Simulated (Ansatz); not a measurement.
CaF2 (Fluorite) in Ansatz: the effect of exact exchange

CaF2 (Fluorite):

```
Ca F
1.0
     0.00000    2.73100    2.73100
     2.73100    0.00000    2.73100
     2.73100    2.73100    0.00000
Ca F
1 2
Cartesian
  0.0000 0.0000 0.0000
  4.0965 4.0965 4.0965
  1.3655 1.3655 1.3655
```

Alike in all runs:

| Property | Result |
| --- | --- |
| Program | Ansatz 0.2.0 |
| Task | single point |
| Functional | HSE06 form with a typed share of exact exchange |
| Potentials or basis | Ansatz PAW |
| Cutoff | 420 eV (not typed: the program's choice for these potentials) |
| k mesh | 4 × 4 × 4 |
| Occupations | fermi-dirac, width 0.05 eV |
| Spin | no spin polarisation |

Q: One run gave: gap on the mesh 8.13 eV; pressure 1.4 GPa. Which exact exchange did it use?
A. 0.2
B. 0.5
C. 0.05
D. 0.1
E. 0.25

A: D.

| exact exchange | gap on the mesh (eV) | pressure (GPa) |
| --- | --- | --- |
| 0.05 | 7.71 | 1.8 |
| 0.1 | 8.13 | 1.4 |
| 0.15 | 8.55 | 1.0 |
| 0.2 | 8.97 | 0.6 |
| 0.25 | 9.39 | 0.3 |
| 0.3 | 9.82 | -0.1 |
| 0.4 | 10.69 | -0.9 |
| 0.5 | 11.57 | -1.7 |

Caveats: all runs use coarse meshes; the PAW data sets come from PBE, with cores solved anew for the run's functional, which leaves a small shift of forces and pressure; the thresholds are loose for stress.

A k mesh can miss the band edges.
